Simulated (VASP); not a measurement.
# Co (P6_3/mmc) in VASP: reference runs, part 2 of 2

VASP 6.6.1.

**7. Equation of state, PBEsol, collinear spin, ferromagnetic start, 11.12 Å³/atom (volume scaled by 1.04)**

Contents of INCAR:

```
  ALGO = Normal
  EDIFF = 1E-7
  ENCUT = 520
  GGA = PS
  ISIF = 2
  ISMEAR = -1
  ISPIN = 2
  LASPH = T
  LCHARG = F
  LMAXMIX = 4
  LORBIT = 11
  LREAL = F
  LWAVE = F
  MAGMOM = 2 2 2 2
  NBANDS = 30
  NELM = 100
  PREC = Accurate
  SIGMA = 0.05
```

Contents of KPOINTS:

```
k-points
0
Gamma
  12 12 4
```

Contents of POSCAR:

```
Co
1.0
    2.5030729010      0.0000000000      0.0000000000
   -1.2515364506      2.1677247198      0.0000000000
    0.0000000000      0.0000000000      8.1946701348
Co
4
Direct
    0.6666666667      0.3333333333      0.7500000000
    0.0000000000      0.0000000000      0.5000000000
    0.3333333333      0.6666666667      0.2500000000
    0.0000000000      0.0000000000      0.0000000000
```

Potentials or basis: VASP PAW PBE potentials, release 64 (Co).

Launch:

```sh
> cat potpaw_PBE.64/Co/POTCAR > POTCAR
> mpirun -np 1 vasp_std > vasp.out
```

OUTCAR:

```text
EDIFF = 1E-7
   ENCUT = 520
   GGA = PS
   ISIF = 2
   ISMEAR = -1
   ISPIN = 2
   LASPH = T
   LORBIT = 11
   LREAL = F
   NELM = 100
   PREC = Accurate

 Found     57 irreducible k-points:

 Following reciprocal coordinates:
            Coordinates               Weight
  0.000000  0.000000  0.000000      1.000000
  0.083333  0.000000  0.000000      6.000000
  0.166667  0.000000  0.000000      6.000000
  0.250000  0.000000  0.000000      6.000000
  0.333333  0.000000  0.000000      6.000000
  0.416667  0.000000  0.000000      6.000000
   k-points           NKPTS =     57   k-points in BZ     NKDIM =     57   number of bands    NBANDS=     30
   number of dos      NEDOS =    301   number of ions     NIONS =      4
   total plane-waves  NPLWV =  25600
   dimension x,y,z NGX =    20 NGY =   20 NGZ =   64
   dimension x,y,z NGXF=    40 NGYF=   40 NGZF=  128
   ions per type =               4
[... 470 lines left out ...]
 [... further k-points ...]

------------------------ aborting loop because EDIFF is reached ----------------------------------------

  FORCE on cell =-STRESS in cart. coord.  units (eV):
  Direction    XX          YY          ZZ          XY          YZ          ZX
  --------------------------------------------------------------------------------------
  -------------------------------------------------------------------------------------
  Total       -3.5275912     -3.5275912     -4.4927520      0.0000000      0.0000000     -0.0000000
  in kB     -127.1100035   -127.1100035   -161.8877251      0.0000000      0.0000000     -0.0000000
  external PRESSURE =    -138.7025773 kB  Pullay stress =       0.0000000 kB

 VOLUME and BASIS-vectors are now :
 -----------------------------------------------------------------------------
  energy-cutoff  :      520.00
  volume of cell :       44.46
      direct lattice vectors                 reciprocal lattice vectors
     2.503072901  0.000000000  0.000000000     0.399508939  0.230656594  0.000000000
    -1.251536451  2.167724720  0.000000000     0.000000000  0.461313187  0.000000000
     0.000000000  0.000000000  8.194670135     0.000000000  0.000000000  0.122030537

 POSITION                                       TOTAL-FORCE (eV/Angst)
 -----------------------------------------------------------------------------------
      1.25154      0.72257      6.14600        -0.000000      0.000000     -0.000000
      0.00000      0.00000      4.09734         0.000000      0.000000      0.000000
     -0.00000      1.44515      2.04867         0.000000     -0.000000      0.000000
      0.00000      0.00000      0.00000         0.000000      0.000000      0.000000
 -----------------------------------------------------------------------------------
    total drift:                                0.000000     -0.000000      0.000000

  FREE ENERGIE OF THE ION-ELECTRON SYSTEM (eV)
  ---------------------------------------------------
  free  energy   TOTEN  =       -30.7778310360 eV

  energy  without entropy=      -30.7437580863  energy(sigma->0) =      -30.76079456

 total charge

# of ion       s       p       d       tot
------------------------------------------
    1        0.481   0.508   7.232   8.221
    2        0.482   0.504   7.240   8.226
    3        0.481   0.508   7.232   8.221
    4        0.482   0.504   7.240   8.226
--------------------------------------------------
tot          1.925   2.024  28.943  32.893

 magnetization (x)

# of ion       s       p       d       tot
------------------------------------------
    1       -0.012  -0.047   1.756   1.697
    2       -0.012  -0.044   1.738   1.681
    3       -0.012  -0.047   1.756   1.697
    4       -0.012  -0.044   1.738   1.681
--------------------------------------------------
tot         -0.049  -0.183   6.988   6.756
```

OSZICAR:

```text
N       E                     dE             d eps       ncg     rms          rms(c)
DAV:   1     0.236106422405E+03    0.23611E+03   -0.15538E+04  6936   0.161E+03
DAV:   2    -0.209105300320E+02   -0.25702E+03   -0.23958E+03  6846   0.309E+02
DAV:   3    -0.355443850840E+02   -0.14634E+02   -0.13747E+02  7662   0.100E+02
DAV:   4    -0.358087951793E+02   -0.26441E+00   -0.26398E+00  8542   0.131E+01
DAV:   5    -0.358191489573E+02   -0.10354E-01   -0.10353E-01  9422   0.201E+00    0.220E+01
DAV:   6    -0.317720885256E+02    0.40471E+01   -0.31571E+01  7616   0.820E+01    0.109E+01
DAV:   7    -0.312971423501E+02    0.47495E+00   -0.60381E+00  7872   0.429E+01    0.127E+01
DAV:   8    -0.316182091554E+02   -0.32107E+00   -0.65609E+00  8010   0.510E+01    0.143E+01
DAV:   9    -0.307997454764E+02    0.81846E+00   -0.17255E+00  8296   0.272E+01    0.244E+00
DAV:  10    -0.307823706583E+02    0.17375E-01   -0.15502E-01  8282   0.440E+00    0.884E-01
DAV:  11    -0.307781119931E+02    0.42587E-02   -0.13645E-02  8560   0.100E+00    0.405E-01
DAV:  12    -0.307776802599E+02    0.43173E-03   -0.12316E-03 10278   0.371E-01    0.184E-01
DAV:  13    -0.307778368220E+02   -0.15656E-03   -0.33575E-04  8352   0.309E-01    0.742E-02
DAV:  14    -0.307778331656E+02    0.36563E-05   -0.13226E-04 12122   0.189E-01    0.570E-02
DAV:  15    -0.307778365376E+02   -0.33719E-05   -0.19898E-05  7996   0.653E-02    0.438E-02
DAV:  16    -0.307778303565E+02    0.61811E-05   -0.24049E-05  9262   0.100E-01    0.101E-02
DAV:  17    -0.307778309450E+02   -0.58853E-06   -0.19481E-06  8212   0.201E-02    0.567E-03
DAV:  18    -0.307778310360E+02   -0.91030E-07   -0.23822E-07  4314   0.754E-03
   1 F= -.30777831E+02 E0= -.30760795E+02  d E =-.340729E-01  mag=     6.6898
```

Run time: 2.6 min. Hardware: 1 thread of AMD EPYC 7R43 (Zen 3), shared host; peak memory 0.21 GiB.

What came out:

```
Free energy                                           : -30.7778 eV
Pressure                                              : -13.9 GPa
Band gap on the k mesh                                : none (metal or under the smearing width)
Net moment                                            : 6.69 μB per cell
Site moments                                          : Co +1.70, +1.68 μB
Valence electrons inside the program's atomic spheres : Co 8.22, 8.23
```

Caveat: the PAW data sets were made with another functional, which shifts forces and pressure a little.

**8. Equation of state, PBEsol, collinear spin, ferromagnetic start, 11.33 Å³/atom (volume scaled by 1.06)**

INCAR is that of step 7.

KPOINTS is that of step 7.

Contents of POSCAR:

```
Co
1.0
    2.5190164704      0.0000000000      0.0000000000
   -1.2595082352      2.1815322559      0.0000000000
    0.0000000000      0.0000000000      8.2468668932
Co
4
Direct
    0.6666666667      0.3333333333      0.7500000000
    0.0000000000      0.0000000000      0.5000000000
    0.3333333333      0.6666666667      0.2500000000
    0.0000000000      0.0000000000      0.0000000000
```

Launch:

```sh
> cat potpaw_PBE.64/Co/POTCAR > POTCAR
> mpirun -np 1 vasp_std > vasp.out
```

Run time: 2.6 min. Hardware: 1 thread of AMD EPYC 7R43 (Zen 3), shared host; peak memory 0.22 GiB.

Results (log left out):

```
Free energy                                           : -30.6954 eV
Pressure                                              : -17.0 GPa
Band gap on the k mesh                                : none (metal or under the smearing width)
Net moment                                            : 6.75 μB per cell
Site moments                                          : Co +1.71, +1.70 μB
Valence electrons inside the program's atomic spheres : Co 8.19
```

Caveat: the PAW data sets were made with another functional, which shifts forces and pressure a little.

**9. Single point, PBEsol, collinear spin, ferromagnetic start (atoms moved at random, drawn with an rms of 0.05 Å)**

INCAR is that of step 8.

KPOINTS is that of step 8.

Contents of POSCAR:

```
Co
1.0
    2.4705617809      0.0000000000      0.0000000000
   -1.2352808905      2.1395692639      0.0000000000
    0.0000000000      0.0000000000      8.0882338000
Co
4
Direct
    0.6662920000      0.3267340000      0.7428740000
   -0.0105800000      0.0020010000      0.4962430000
    0.3475060000      0.6953560000      0.2541610000
    0.0164810000     -0.0018140000     -0.0066470000
```

Potentials or basis: VASP PAW PBE potentials, release 64 (Co).

Launch:

```sh
> cat potpaw_PBE.64/Co/POTCAR > POTCAR
> mpirun -np 1 vasp_std > vasp.out
```

OUTCAR:

```text
EDIFF = 1E-7
   ENCUT = 520
   GGA = PS
   ISIF = 2
   ISMEAR = -1
   ISPIN = 2
   LASPH = T
   LORBIT = 11
   LREAL = F
   NELM = 100
   PREC = Accurate

 ion  position               nearest neighbor table
   1  0.666  0.327  0.743-   2 2.43   4 2.46   2 2.46   2 2.47   4 2.48   4 2.49
   2  0.989  0.002  0.496-   3 2.39   3 2.42   1 2.43   3 2.46   1 2.46   1 2.47
   3  0.348  0.695  0.254-   2 2.39   2 2.42   2 2.46   4 2.51   4 2.55   4 2.58
   4  0.016  0.998  0.993-   1 2.46   1 2.48   1 2.49   3 2.51   3 2.55   3 2.58

  LATTYP: Found a hexagonal cell.
 ALAT       =     2.4705617809
 C/A-ratio  =     3.2738439745

  Lattice vectors:

 A1 = (   2.4705617809,   0.0000000000,   0.0000000000)
 A2 = (  -1.2352808905,   2.1395692639,   0.0000000000)
 A3 = (   0.0000000000,   0.0000000000,   8.0882338000)
[... 1787 lines left out ...]
     29      27.2633      0.00000
     30      27.6682      0.00000

 [... further k-points ...]

------------------------ aborting loop because EDIFF is reached ----------------------------------------

  FORCE on cell =-STRESS in cart. coord.  units (eV):
  Direction    XX          YY          ZZ          XY          YZ          ZX
  --------------------------------------------------------------------------------------
  -------------------------------------------------------------------------------------
  Total       -1.1153139     -1.5455006     -2.1497319     -0.0029712      0.0715529     -0.0047004
  in kB      -41.7957305    -57.9167261    -80.5599359     -0.1113451      2.6814017     -0.1761458
  external PRESSURE =     -60.0907975 kB  Pullay stress =       0.0000000 kB

 VOLUME and BASIS-vectors are now :
 -----------------------------------------------------------------------------
  energy-cutoff  :      520.00
  volume of cell :       42.75
      direct lattice vectors                 reciprocal lattice vectors
     2.470561781  0.000000000  0.000000000     0.404766239  0.233691897  0.000000000
    -1.235280890  2.139569264  0.000000000     0.000000000  0.467383794  0.000000000
     0.000000000  0.000000000  8.088233800     0.000000000  0.000000000  0.123636386

 POSITION                                       TOTAL-FORCE (eV/Angst)
 -----------------------------------------------------------------------------------
      1.24251      0.69907      6.00854         0.002795      0.054823      0.366026
      2.44195      0.00428      4.01373         0.099447      0.049285      0.075118
     -0.00042      1.48776      2.05571        -0.001555     -0.140388     -0.651237
     -1.19232      2.13569      8.03447        -0.100687      0.036280      0.210093
 -----------------------------------------------------------------------------------
    total drift:                               -0.000070      0.000005     -0.000086

  FREE ENERGIE OF THE ION-ELECTRON SYSTEM (eV)
  ---------------------------------------------------
  free  energy   TOTEN  =       -30.8513433066 eV

  energy  without entropy=      -30.8170566044  energy(sigma->0) =      -30.83419996

 total charge

# of ion       s       p       d       tot
------------------------------------------
    1        0.499   0.546   7.264   8.310
    2        0.507   0.559   7.283   8.350
    3        0.497   0.539   7.257   8.293
    4        0.490   0.519   7.252   8.261
--------------------------------------------------
tot          1.993   2.163  29.058  33.213

 magnetization (x)

# of ion       s       p       d       tot
------------------------------------------
    1       -0.013  -0.048   1.707   1.646
    2       -0.013  -0.046   1.676   1.617
    3       -0.013  -0.047   1.724   1.664
    4       -0.013  -0.044   1.718   1.662
--------------------------------------------------
tot         -0.052  -0.185   6.825   6.588
```

OSZICAR:

```text
N       E                     dE             d eps       ncg     rms          rms(c)
DAV:   1     0.237211477910E+03    0.23721E+03   -0.15490E+04 35656   0.163E+03
DAV:   2    -0.206017860692E+02   -0.25781E+03   -0.24000E+03 35094   0.310E+02
DAV:   3    -0.355388301992E+02   -0.14937E+02   -0.14062E+02 38844   0.101E+02
[... 13 lines left out ...]
DAV:  17    -0.308513694441E+02   -0.71441E-04   -0.25565E-04 47974   0.286E-01    0.107E-01
DAV:  18    -0.308513388178E+02    0.30626E-04   -0.17855E-04 58236   0.203E-01    0.349E-02
DAV:  19    -0.308513440103E+02   -0.51926E-05   -0.26127E-05 52796   0.735E-02    0.162E-02
DAV:  20    -0.308513437791E+02    0.23128E-06   -0.35805E-06 43500   0.333E-02    0.104E-02
DAV:  21    -0.308513432749E+02    0.50419E-06   -0.15057E-06 39204   0.193E-02    0.424E-03
DAV:  22    -0.308513433066E+02   -0.31763E-07   -0.31829E-07 23696   0.103E-02
   1 F= -.30851343E+02 E0= -.30834200E+02  d E =-.342867E-01  mag=     6.5499
```

stdout:

```text
POSCAR found type information on POSCAR Co
 POSCAR found :  1 types and       4 ions
 scaLAPACK will be used
 -----------------------------------------------------------------------------
|                                                                             |
|                                                                             |
|     You enforced a specific xc type in the INCAR file but a different       |
|     I HOPE YOU KNOW WHAT YOU ARE DOING!                                     |
|                                                                             |
 -----------------------------------------------------------------------------

 LDA part: xc-table for (Slater+PW92), standard interpolation
 POSCAR, INCAR and KPOINTS ok, starting setup
 FFT: planning ... GRIDC
 FFT: planning ... GRID_SOFT
 FFT: planning ... GRID
 WAVECAR not read
 entering main loop
```

It took 13 min on 1 thread of AMD EPYC 7R43 (Zen 3), shared host; peak memory 0.5 GiB.

Results:

```
Free energy                                           : -30.8513 eV
Pressure                                              : -6.0 GPa
Largest force                                         : 0.666 eV/Å
Band gap on the k mesh                                : none (metal or under the smearing width)
Net moment                                            : 6.55 μB per cell
Site moments                                          : Co +1.65, +1.62, +1.66 μB
Valence electrons inside the program's atomic spheres : Co 8.31, 8.35, 8.29, 8.26
```

Forces in eV/Å, atoms in the order of the input:
```
Co   0.003  0.055  0.366
Co   0.099  0.049  0.075
Co  -0.002 -0.140 -0.651
Co  -0.101  0.036  0.210
```

Stress tensor (GPa, compression positive):
```
-4.18 -0.01 -0.02
-0.01 -5.79  0.27
-0.02  0.27 -8.06
```

Caveat: the PAW data sets were made with another functional, which shifts forces and pressure a little.

**10. Equation of state, PBEsol, collinear spin, ferromagnetic start**

Potentials or basis: VASP PAW PBE potentials, release 64 (Co).

No new run: the results of the series are fitted here.

What came out:

```yaml
Equilibrium_volume: 10.37 Å³/atom
Bulk_modulus_at_fixed_shape_and_positions: 229 GPa
Pressure_derivative_of_the_bulk_modulus: 4.0
```

Energy against volume, from the lowest point:
```
volume (Å³/atom)  energy (meV/atom)
          10.047               6.67
          10.261               0.00
          10.475               0.00
          10.688               5.93
          10.902              17.28
          11.116              33.52
          11.330              54.13
```

Caveat: the cell was scaled at fixed shape and fractional positions, which overstates the stiffness of a crystal with free parameters, most of all of layers and chains; the PAW data sets were made with another functional, which shifts forces and pressure a little.

**11. Overview**

```tsv
task	cell	gap on the mesh (eV)	pressure (GPa)	moment (μB)
single point	as given	none	-6.5	6.55
single point	atoms moved at random, drawn with an rms of 0.05 Å	none	-6.0	6.55
equation of state	as given	-	-	-
```

Alike in all rows: level PBEsol; potentials or basis VASP PAW PBE potentials, release 64 (Co); spin collinear, ferromagnetic start; k mesh 12 × 12 × 4; cutoff (eV) 520; smearing fermi-dirac 0.05 eV.

Caveats: the PAW data sets were made with another functional, which shifts forces and pressure a little; the cell was scaled at fixed shape and fractional positions, which overstates the stiffness of a crystal with free parameters, most of all of layers and chains (some runs).

Total energies depend on the potentials used, so only differences within one code and one set of settings carry meaning.
